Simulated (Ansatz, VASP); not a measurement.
Two plane-wave programs on In3Se

INCAR

```
SYSTEM = In3Se
ALGO = Normal
EDIFF = 1E-6
ENCUT = 520
GGA = PS
ISIF = 2
ISMEAR = 0
LASPH = .TRUE.
LCHARG = .TRUE.
LELF = .TRUE.
LREAL = .FALSE.
LVHAR = .TRUE.
LWAVE = .FALSE.
NBANDS = 30
NELM = 80
PREC = Accurate
SIGMA = 0.1
```

File KPOINTS:

```
k-points
0
G
  4 4 4
  0 0 0
```

The input POSCAR:

```
In3Se
1.0
    4.8037580000      0.0000000000      0.0000000000
    0.0000000000      4.8037580000      0.0000000000
    0.0000000000      0.0000000000      4.8037580000
In Se
3 1
Direct
    0.0000000000      0.5000000000      0.5000000000
    0.5000000000      0.0000000000      0.5000000000
    0.5000000000      0.5000000000      0.0000000000
    0.0000000000      0.0000000000      0.0000000000
```

Input for Ansatz:

```yaml
crystal:
  lattice:
    - [4.803758, 0.0, 0.0]
    - [0.0, 4.803758, 0.0]
    - [0.0, 0.0, 4.803758]
  atoms:
    - { symbol: In, position: [0.0, 0.5, 0.5] }
    - { symbol: In, position: [0.5, 0.0, 0.5] }
    - { symbol: In, position: [0.5, 0.5, 0.0] }
    - { symbol: Se, position: [0.0, 0.0, 0.0] }
basis:
  ecutwfc: 420
kpoints:
  mp_grid: { grid: [4, 4, 4] }
hamiltonian:
  xc: pbesol
scf:
  occupations: { method: gaussian, width: 0.1 }
output:
  forces: true
  stress: true
  eigenvalues: true
```

Alike in both runs: task single point; functional PBEsol; k mesh 4 × 4 × 4; occupations gaussian, width 0.1 eV; no spin polarisation.

|  | VASP | Ansatz |
| --- | --- | --- |
| version | VASP 6.6.1 | Ansatz 0.2.0 |
| potentials or method | VASP PAW PBE potentials, release 64 (In_d, Se) | scalar-relativistic, plane waves, PAW |
| plane-wave cutoff (eV) | 520 | 420 |
| valence electrons in the cell | 45 | 55 |

|  | VASP | Ansatz | Ansatz less VASP |
| --- | --- | --- | --- |
| gap on the k mesh at the Fermi level (eV) | none | none | - |
| pressure (GPa) | -2.8 | -2.8 | +0.03 |

A gap of «none» marks a metal or a gap that the smearing closes. The two sets of potentials don't hold the same shells in valence.

Caveats: the PAW data sets were made with another functional, which shifts forces and pressure a little (VASP).
